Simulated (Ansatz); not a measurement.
Crystal: HfO2.

```
Hf O
1.0
     3.55802    0.00000    0.00000
     0.00000    3.55802    0.00000
     0.00000    0.00000    5.17186
Hf O
2 4
Direct
  0.00000 0.00000 0.00000
  0.50000 0.50000 0.50000
  0.00000 0.50000 0.19721
  0.50000 0.00000 0.30279
  0.50000 0.00000 0.80279
  0.00000 0.50000 0.69721
```

Measurements of this composition are mostly on another form, of space group No. 14.

* Program: Ansatz 0.2.0
* Task: single point
* Functional: PBE
* Potentials or basis: Ansatz PAW
* Cutoff: 420 eV (not typed: the program's choice for these potentials)
* k mesh: 8 × 8 × 5
* Occupations: fermi-dirac, width 0.05 eV
* Spin: no spin polarisation

On this cell: pressure 10.0 GPa; largest force 0.140 eV/Å; band gap on the k mesh 4.78 eV, indirect (least direct gap 4.84 eV).

The same run follows on a disturbed copy (atoms moved at random, drawn with an rms of 0.05 Å):

```xyz
6
Lattice="3.5580 0.0000 0.0000 0.0000 3.5580 0.0000 0.0000 0.0000 5.1719" Properties=species:S:1:pos:R:3 pbc="T T T"
Hf    0.0074    0.0366    0.0563
Hf    1.8257    1.7900    2.5569
O    -0.0435    1.8045    1.0144
O     1.7864   -0.0166    1.5335
O     1.7568    0.0076    4.1894
O    -0.0116    1.7633    3.5770
```

Question: What changes?

Answer: The energy moves by +20.7 meV/atom; pressure 11.4 GPa; largest force 1.607 eV/Å; band gap on the k mesh 4.57 eV, indirect (least direct gap 4.65 eV).

Forces on the atoms (eV/Å):
```
Hf  -0.314 -0.120 -1.571
Hf  -0.581 -0.305  1.067
O    0.220 -0.193  0.450
O   -0.283  0.670  0.392
O    0.440 -0.108 -0.525
O    0.519  0.056  0.187
```

Stress tensor (GPa, compression positive):
```
 9.46 -0.18  0.38
-0.18 13.79 -0.33
 0.38 -0.33 11.08
```

Caveats: odd divisions of the mesh miss points on the zone boundary, where band edges often lie, so the gap on the mesh can be too wide; spin-orbit coupling is left out, which moves the levels of the heavy elements.

A k mesh can miss the band edges.
